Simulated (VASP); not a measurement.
# AlP (F-43m) in VASP: notebook, part 2 of 2

VASP 6.6.1.

### Step 3. Single point, LDA

This run uses another cell than the first one, of 19.76 Å³/atom, 0.985 times its volume.

INCAR reads:

```
PREC = Accurate
ENCUT = 500
EDIFF = 1E-6
ISMEAR = 0
SIGMA = 0.01
LREAL = F
LASPH = T
NELM = 120
ALGO = Normal
ISIF = 2
LWAVE = F
LCHARG = F
GGA = CA
NBANDS = 11
GGA_COMPAT = F
```

KPOINTS reads:

```
Automatic mesh
0
Gamma
  8 8 8
```

POSCAR reads:

```
AlP
1.0
    0.0000000000      2.7033413086      2.7033413086
    2.7033413086      0.0000000000      2.7033413086
    2.7033413086      2.7033413086      0.0000000000
Al P
1 1
Direct
    0.0000000000      0.0000000000      0.0000000000
    0.7500000000      0.7500000000      0.7500000000
```

Potentials or basis: VASP PAW LDA potentials, release 64 (Al, P).

Command:

```console
$ cat potpaw_LDA.64/Al/POTCAR potpaw_LDA.64/P/POTCAR > POTCAR
$ mpirun -np 1 vasp_std > vasp.out
```

OUTCAR:

```text
PREC = Accurate
   ENCUT = 500
   EDIFF = 1E-6
   ISMEAR = 0
   LREAL = F
   LASPH = T
   NELM = 120
   ISIF = 2
   GGA = CA

 ion  position               nearest neighbor table
   1  0.000  0.000  0.000-   2 2.34   2 2.34   2 2.34   2 2.34
   2  0.750  0.750  0.750-   1 2.34   1 2.34   1 2.34   1 2.34

  LATTYP: Found a face centered cubic cell.
 ALAT       =     5.4066826172

  Lattice vectors:

 A1 = (   0.0000000000,   2.7033413086,   2.7033413086)
 A2 = (   2.7033413086,   0.0000000000,   2.7033413086)
 A3 = (   2.7033413086,   2.7033413086,   0.0000000000)

Analysis of symmetry for initial positions (statically):
=====================================================================
 Subroutine PRICEL returns:
 Original cell was already a primitive cell.

 Routine SETGRP: Setting up the symmetry group for a
 face centered cubic supercell.

 Subroutine GETGRP returns: Found 24 space group operations
 (whereof 24 operations were pure point group operations)
 out of a pool of 48 trial point group operations.

The static configuration has the point symmetry T_d .

Analysis of symmetry for dynamics (positions and initial velocities):
=====================================================================
 Subroutine PRICEL returns:
 Original cell was already a primitive cell.

 Routine SETGRP: Setting up the symmetry group for a
 face centered cubic supercell.

 Subroutine GETGRP returns: Found 24 space group operations
 (whereof 24 operations were pure point group operations)
 out of a pool of 48 trial point group operations.

The dynamic configuration has the point symmetry T_d .

 Subroutine INISYM returns: Found 24 space group operations
 (whereof 24 operations are pure point group operations),
 and found     1 'primitive' translations

----------------------------------------------------------------------------------------

                                     Primitive cell

  volume of cell :      39.5123

  direct lattice vectors                    reciprocal lattice vectors
     0.000000000  2.703341309  2.703341309    -0.184956298  0.184956298  0.184956298
     2.703341309  0.000000000  2.703341309     0.184956298 -0.184956298  0.184956298
     2.703341309  2.703341309  0.000000000     0.184956298  0.184956298 -0.184956298

  length of vectors
     3.823101942  3.823101942  3.823101942     0.320353705  0.320353705  0.320353705

  position of ions in fractional coordinates (direct lattice)
     0.000000000  0.000000000  0.000000000
     0.750000000  0.750000000  0.750000000

  ion indices of the primitive-cell ions
   primitive index   ion index
                 1           1
                 2           2

----------------------------------------------------------------------------------------

 KPOINTS: Automatic mesh

Automatic generation of k-mesh.
 Grid dimensions read from file:
 generate k-points for:    8    8    8

 Generating k-lattice:

  Cartesian coordinates                     Fractional coordinates (reciprocal lattice)
    -0.023119537  0.023119537  0.023119537     0.125000000  0.000000000  0.000000000
     0.023119537 -0.023119537  0.023119537     0.000000000  0.125000000  0.000000000
     0.023119537  0.023119537 -0.023119537     0.000000000  0.000000000  0.125000000

  Length of vectors
     0.040044213  0.040044213  0.040044213

  Shift w.r.t. Gamma in fractional coordinates (k-lattice)
     0.000000000  0.000000000  0.000000000

 Subroutine IBZKPT returns following result:
 ===========================================

 Found     29 irreducible k-points:

 Following reciprocal coordinates:
            Coordinates               Weight
  0.000000  0.000000  0.000000      1.000000
  0.125000  0.000000  0.000000      8.000000
  0.250000  0.000000  0.000000      8.000000
  0.375000  0.000000  0.000000      8.000000
  0.500000  0.000000  0.000000      4.000000
  0.125000  0.125000  0.000000      6.000000
[... 16 lines left out ...]
  0.500000  0.250000  0.125000     48.000000
 -0.375000  0.250000  0.125000     24.000000
 [... further k-points ...]
   k-points           NKPTS =     29   k-points in BZ     NKDIM =     29   number of bands    NBANDS=     11
   number of dos      NEDOS =    301   number of ions     NIONS =      2
   total plane-waves  NPLWV =  21952
   dimension x,y,z NGX =    28 NGY =   28 NGZ =   28
   dimension x,y,z NGXF=    56 NGYF=   56 NGZF=   56
   ions per type =               1   1
   NGX,Y,Z   is equivalent  to a cutoff of  12.18, 12.18, 12.18 a.u.
   NGXF,Y,Z  is equivalent  to a cutoff of  24.35, 24.35, 24.35 a.u.
 SYSTEM =  unknown system
   PREC   = accura    normal or accurate (medium, high low for compatibility)
   ISTART =      0    job   : 0-new  1-cont  2-samecut
   ICHARG =      2    charge: 1-file 2-atom 10-const
   ISPIN  =      1    spin polarized calculation?
   LNONCOLLINEAR =      F non collinear calculations
   LSORBIT =      F    spin-orbit coupling
   LASPH  =      T    aspherical Exc in radial PAW
   ENCUT  =  500.0 eV  36.75 Ry    6.06 a.u.   6.97  6.97  6.97*2*pi/ulx,y,z
   NELM   =    120;   NELMIN=  2; NELMDL= -5     # of ELM steps
   EDIFF  = 0.1E-05   stopping-criterion for ELM
   LREAL  =      F    real-space projection
   EDIFFG = 0.1E-04   stopping-criterion for IOM
   NSW    =      0    number of steps for IOM
   IBRION =     -1    ionic relax: 0-MD 1-quasi-New 2-CG
   NFREE  =      0    steps in history (QN), initial steepest desc. (CG)
   ISIF   =      2    stress and relaxation
   ISYM   =      2    0-nonsym 1-usesym 2-fastsym
   POTIM  = 0.5000    time-step for ionic-motion
   TEBEG  =    0.0;   TEEND  =   0.0 temperature during run
   PSTRESS=    0.0 pullay stress
   NELECT =       8.0000    total number of electrons
   NUPDOWN=      -1.0000    fix difference up-down
   EMIN   =  10.00;   EMAX   =-10.00  energy-range for DOS
   EFERMI =   0.00;   METHOD = LEGACY
   ISMEAR =     0;   SIGMA  =   0.01  broadening in eV -4-tet -1-fermi 0-gaus
   EFERMI_NEDOS =   21; number of points for ismear=-14 and -15
   IALGO  =     38    algorithm
   IMIX   =      4    mixing-type and parameters
     AMIX     =   0.40;   BMIX     =  1.00
     AMIX_MAG =   1.60;   BMIX_MAG =  1.00
  volume/ion in A,a.u.               =      19.76       133.32
  Fermi-wavevector in a.u.,A,eV,Ry     =   0.961304  1.816601 12.573209  0.924105
  Thomas-Fermi vector in A             =   2.090664
   LORBIT       =      0    0 simple, 1 ext, 2 COOP (PROOUT), +10 PAW based schemes
   GGA     = CA    functional components
   LHFCALC =     F    Hartree Fock is set to
   AEXX    =    0.0000 exact exchange contribution
   IVDW    =     0    specifies the selected vdW correction
   LEPSILON=     F    determine dielectric tensor
   LRPA    =     F    only Hartree local field effects (RPA)
 non-spin polarized calculation
 Gauss-broadening in eV      SIGMA  =   0.01
  energy-cutoff  :      500.00
  volume of cell :       39.51
 maximum number of plane-waves:      1018
   NGX = 13   NGY = 13   NGZ = 13

 number of electron       7.9999999 magnetization

 Free energy of the ion-electron system (eV)
  ---------------------------------------------------
  ext. energy  EPLUGINS =         0.00000000
  ---------------------------------------------------
  free energy    TOTEN  =       -11.40938303 eV

  energy without entropy =      -11.40938303  energy(sigma->0) =      -11.40938303

 E-fermi :   4.8416     XC(G=0):  -9.5608

 val. band max:        4.7248597874   @ k =   0.0000   0.0000   0.0000
 cond. band min:       6.1089694887   @ k =   0.5000   0.5000   0.0000
 fundamental gap:      1.3841097013
 Fermi energy:         4.8416181363

 k-point     1 :       0.0000    0.0000    0.0000
  band No.  band energies     occupation
      1      -6.9516      2.00000
      2       4.7249      2.00000
      3       4.7249      2.00000
      4       4.7249      2.00000
      5       8.0960      0.00000
      6       9.2378      0.00000
      7       9.2378      0.00000
      8       9.2378      0.00000
      9      13.5706      0.00000
     10      13.5706      0.00000
     11      14.9196      0.00000
[... 309 lines left out ...]
 k-point    24 :      -0.3750    0.2500    0.1250
  band No.  band energies     occupation
      1      -4.8500      2.00000
      2      -0.6043      2.00000
      3       2.0269      2.00000
      4       3.1754      2.00000
      5       8.5971      0.00000
      6       9.1854      0.00000
      7      11.6210      0.00000
      8      12.4286      0.00000
      9      13.7347      0.00000
     10      16.1883      0.00000
     11      17.5676      0.00000

 [... further k-points ...]
[... 5 lines left out ...]
  --------------------------------------------------------------------------------------
  -------------------------------------------------------------------------------------
  Total        0.3596421      0.3596421      0.3596421      0.0000000      0.0000000      0.0000000
  in kB       14.5830523     14.5830523     14.5830523      0.0000000      0.0000000      0.0000000
  external PRESSURE =      14.5830523 kB  Pullay stress =       0.0000000 kB

 VOLUME and BASIS-vectors are now :
 -----------------------------------------------------------------------------
  energy-cutoff  :      500.00
  volume of cell :       39.51
      direct lattice vectors                 reciprocal lattice vectors
     0.000000000  2.703341309  2.703341309    -0.184956298  0.184956298  0.184956298
     2.703341309  0.000000000  2.703341309     0.184956298 -0.184956298  0.184956298
     2.703341309  2.703341309  0.000000000     0.184956298  0.184956298 -0.184956298

 POSITION                                       TOTAL-FORCE (eV/Angst)
 -----------------------------------------------------------------------------------
      0.00000      0.00000      0.00000        -0.000000     -0.000000     -0.000000
      4.05501      4.05501      4.05501         0.000000      0.000000      0.000000
 -----------------------------------------------------------------------------------
    total drift:                                0.000000      0.000000      0.000000

  FREE ENERGIE OF THE ION-ELECTRON SYSTEM (eV)
  ---------------------------------------------------
  free  energy   TOTEN  =       -11.4093830339 eV

  energy  without entropy=      -11.4093830339  energy(sigma->0) =      -11.40938303
```

OSZICAR:

```text
N       E                     dE             d eps       ncg     rms          rms(c)
DAV:   1     0.925955830264E+01    0.92596E+01   -0.30250E+03   646   0.537E+02
DAV:   2    -0.110057566088E+02   -0.20265E+02   -0.18845E+02   868   0.865E+01
DAV:   3    -0.118473537245E+02   -0.84160E+00   -0.83967E+00   792   0.170E+01
DAV:   4    -0.118543122915E+02   -0.69586E-02   -0.69581E-02   777   0.187E+00
DAV:   5    -0.118544011051E+02   -0.88814E-04   -0.88813E-04   800   0.204E-01    0.477E+00
DAV:   6    -0.114825130960E+02    0.37189E+00   -0.69174E-01   727   0.307E+00    0.299E+00
DAV:   7    -0.114145120200E+02    0.68001E-01   -0.23406E-01   768   0.191E+00    0.147E+00
DAV:   8    -0.114095414778E+02    0.49705E-02   -0.17640E-02   731   0.618E-01    0.180E-01
DAV:   9    -0.114093699080E+02    0.17157E-03   -0.12186E-03   743   0.176E-01    0.537E-02
DAV:  10    -0.114093804853E+02   -0.10577E-04   -0.40765E-05   767   0.335E-02    0.200E-02
DAV:  11    -0.114093833719E+02   -0.28867E-05   -0.68912E-06   731   0.140E-02    0.160E-02
DAV:  12    -0.114093830339E+02    0.33805E-06   -0.14044E-06   459   0.500E-03
   1 F= -.11409383E+02 E0= -.11409383E+02  d E =-.205969E-63
```

Wall time 5.5 s (1 thread of AMD EPYC 9R45 (Zen 5), shared host); peak memory 0.11 GiB.

Results:

| Quantity | Value |
| --- | --- |
| Free energy | -11.4094 eV |
| Pressure | 1.5 GPa |
| Band gap on the k mesh | 1.38 eV, indirect (least direct gap 3.37 eV) |

### Step 4. Single point, LDA

This run uses another cell than the first one, of 20.36 Å³/atom, 1.015 times its volume.

INCAR, as its differences from that of step 3:

```diff
@@ -12,3 +12,2 @@
 LCHARG = F
-GGA = CA
 NBANDS = 11
```

KPOINTS reads:

```
regular mesh
0
Gamma
  8 8 8
```

POSCAR reads:

```
AlP
1.0
    0.0000000000      2.7305105679      2.7305105679
    2.7305105679      0.0000000000      2.7305105679
    2.7305105679      2.7305105679      0.0000000000
Al P
1 1
Direct
    0.0000000000      0.0000000000      0.0000000000
    0.7500000000      0.7500000000      0.7500000000
```

Command:

```console
$ cat potpaw_LDA.64/Al/POTCAR potpaw_LDA.64/P/POTCAR > POTCAR
$ mpirun -np 1 vasp_std > vasp.out
```

It took 5.5 s on 1 thread of AMD EPYC 9R45 (Zen 5), shared host; peak memory 0.11 GiB.

Results (log left out):

| Property | Result |
| --- | --- |
| Free energy | -11.4100 eV |
| Pressure | -1.3 GPa |
| Band gap on the k mesh | 1.44 eV, indirect (least direct gap 3.11 eV) |

Levels at points of the mesh, in eV from the valence-band top:
```tsv
k point	band 1	band 2	band 3	band 4	band 5	band 6	band 7	band 8	band 9
(0.00, 0.00, 0.00)	-11.50	0.00	0.00	0.00	3.11	4.47	4.47	4.47	8.81
(0.50, 0.00, 0.00)	-9.81	-5.58	-0.77	-0.77	2.66	4.73	4.73	8.07	11.50
(0.50, 0.50, 0.00)	-9.14	-5.35	-2.12	-2.12	1.44	2.33	10.88	10.88	11.82
```

### Step 5. Single point, LDA

INCAR reads:

```
ALGO = Normal ; EDIFF = 1E-6
ENCUT = 500 ; GGA_COMPAT = False
ISIF = 2 ; ISMEAR = 0
LASPH = True ; LCHARG = True
LELF = True ; LREAL = False
LVHAR = True ; LWAVE = False
NBANDS = 11 ; NELM = 120
PREC = Accurate ; SIGMA = 0.01
```

KPOINTS reads:

```
k-points
0
Gamma
  8 8 8
```

POSCAR reads:

```
AlP
1.0
    0.0000000000      2.7169259382      2.7169259382
    2.7169259382      0.0000000000      2.7169259382
    2.7169259382      2.7169259382      0.0000000000
Al P
1 1
Direct
    0.0000000000      0.0000000000      0.0000000000
    0.7500000000      0.7500000000      0.7500000000
```

Potentials or basis: VASP PAW LDA potentials, release 64 (Al, P).

Command:

```console
$ cat potpaw_LDA.64/Al/POTCAR potpaw_LDA.64/P/POTCAR > POTCAR
$ mpirun -np 1 vasp_std > vasp.out
```

OUTCAR:

```text
EDIFF = 1E-6
   ENCUT = 500
   ISIF = 2
   ISMEAR = 0
   LASPH = True
   LREAL = False
   NELM = 120
   PREC = Accurate

 ion  position               nearest neighbor table
   1  0.000  0.000  0.000-   2 2.35   2 2.35   2 2.35   2 2.35
   2  0.750  0.750  0.750-   1 2.35   1 2.35   1 2.35   1 2.35

  LATTYP: Found a face centered cubic cell.
 ALAT       =     5.4338518764

  Lattice vectors:

 A1 = (   0.0000000000,   2.7169259382,   2.7169259382)
 A2 = (   2.7169259382,   0.0000000000,   2.7169259382)
 A3 = (   2.7169259382,   2.7169259382,   0.0000000000)

Analysis of symmetry for initial positions (statically):
=====================================================================
 Subroutine PRICEL returns:
 Original cell was already a primitive cell.

 Routine SETGRP: Setting up the symmetry group for a
 face centered cubic supercell.

 Subroutine GETGRP returns: Found 24 space group operations
 (whereof 24 operations were pure point group operations)
 out of a pool of 48 trial point group operations.

The static configuration has the point symmetry T_d .

[... 170 lines left out ...]
      2       4.5837      2.00000
      3       4.5837      2.00000
      4       4.5837      2.00000
      5       7.8254      0.00000
      6       9.0760      0.00000
      7       9.0760      0.00000
      8       9.0760      0.00000
      9      13.4127      0.00000
     10      13.4127      0.00000
     11      14.6690      0.00000
[... 309 lines left out ...]
 k-point    24 :      -0.3750    0.2500    0.1250
  band No.  band energies     occupation
      1      -4.9483      2.00000
      2      -0.6880      2.00000
      3       1.9201      2.00000
      4       3.0585      2.00000
      5       8.4420      0.00000
      6       9.0175      0.00000
      7      11.4307      0.00000
      8      12.2317      0.00000
      9      13.5220      0.00000
     10      15.9804      0.00000
     11      17.3183      0.00000

 [... further k-points ...]

------------------------ aborting loop because EDIFF is reached ----------------------------------------

  FORCE on cell =-STRESS in cart. coord.  units (eV):
  Direction    XX          YY          ZZ          XY          YZ          ZX
  --------------------------------------------------------------------------------------
  -------------------------------------------------------------------------------------
  Total        0.0138684      0.0138684      0.0138684      0.0000000      0.0000000      0.0000000
  in kB        0.5539548      0.5539548      0.5539548      0.0000000      0.0000000      0.0000000
  external PRESSURE =       0.5539548 kB  Pullay stress =       0.0000000 kB

 VOLUME and BASIS-vectors are now :
 -----------------------------------------------------------------------------
  energy-cutoff  :      500.00
  volume of cell :       40.11
      direct lattice vectors                 reciprocal lattice vectors
     0.000000000  2.716925938  2.716925938    -0.184031516  0.184031516  0.184031516
     2.716925938  0.000000000  2.716925938     0.184031516 -0.184031516  0.184031516
     2.716925938  2.716925938  0.000000000     0.184031516  0.184031516 -0.184031516

 POSITION                                       TOTAL-FORCE (eV/Angst)
 -----------------------------------------------------------------------------------
      0.00000      0.00000      0.00000        -0.000000     -0.000000     -0.000000
      4.07539      4.07539      4.07539         0.000000      0.000000      0.000000
 -----------------------------------------------------------------------------------
    total drift:                                0.000000      0.000000      0.000000

  FREE ENERGIE OF THE ION-ELECTRON SYSTEM (eV)
  ---------------------------------------------------
  free  energy   TOTEN  =       -11.4122473617 eV

  energy  without entropy=      -11.4122473617  energy(sigma->0) =      -11.41224736
```

stdout:

```text
POSCAR found type information on POSCAR AlP
 POSCAR found :  2 types and       2 ions
 scaLAPACK will be used
 LDA part: xc-table for (Slater(with rela. corr.)+CA(PZ))
 , standard interpolation
 POSCAR, INCAR and KPOINTS ok, starting setup
 FFT: planning ... GRIDC
 FFT: planning ... GRID_SOFT
 FFT: planning ... GRID
 WAVECAR not read
 entering main loop
```

Wall time 6 s (1 thread of AMD EPYC 9R45 (Zen 5), shared host); peak memory 0.11 GiB.

What came out:

```yaml
Free_energy: -11.4122 eV
Pressure: 0.1 GPa
Band_gap_on_the_k_mesh: 1.41 eV, indirect (least direct gap 3.24 eV)
```

### Step 6. Summary

```csv
cell,gap on the mesh (eV),pressure (GPa)
"a = 3.842 Å, angles 60.0°, 2 atoms",1.41,0.1
"a = 3.823 Å, angles 60.0°, 2 atoms",1.38,1.5
"a = 3.862 Å, angles 60.0°, 2 atoms",1.44,-1.3
```

Alike in all rows: task single point; level LDA; potentials or basis VASP PAW LDA potentials, release 64 (Al, P); no spin polarisation; k mesh 8 × 8 × 8; cutoff (eV) 500; smearing gaussian 0.01 eV.

Total energies depend on the potentials used, so only differences within one code and one set of settings carry meaning.

### Step 7. Comparison with measurements

Step 2. A measured gap of AlP is 2.505 eV (indirect; 4.2 K; a printed reference work, data compilation); the calculated 1.41 eV misses it by -1.09 eV. The value is that of LDA on a finite k mesh, which can miss the band edges, without temperature or zero-point motion. Semilocal functionals fall short of measured gaps as a rule.

Step 3. Against the measured gap of AlP, 2.505 eV (indirect; 4.2 K; a printed reference work, data compilation), the calculated 1.38 eV is off by -1.12 eV. The value is that of LDA on a finite k mesh, which can miss the band edges, without temperature or zero-point motion. Semilocal functionals fall short of measured gaps as a rule.

Step 4. Measured gap of AlP: 2.505 eV (indirect; 4.2 K; a printed reference work, data compilation). This calculation gives 1.44 eV (-1.06 eV). The value is that of LDA on a finite k mesh, which can miss the band edges, without temperature or zero-point motion. Semilocal functionals fall short of measured gaps as a rule.
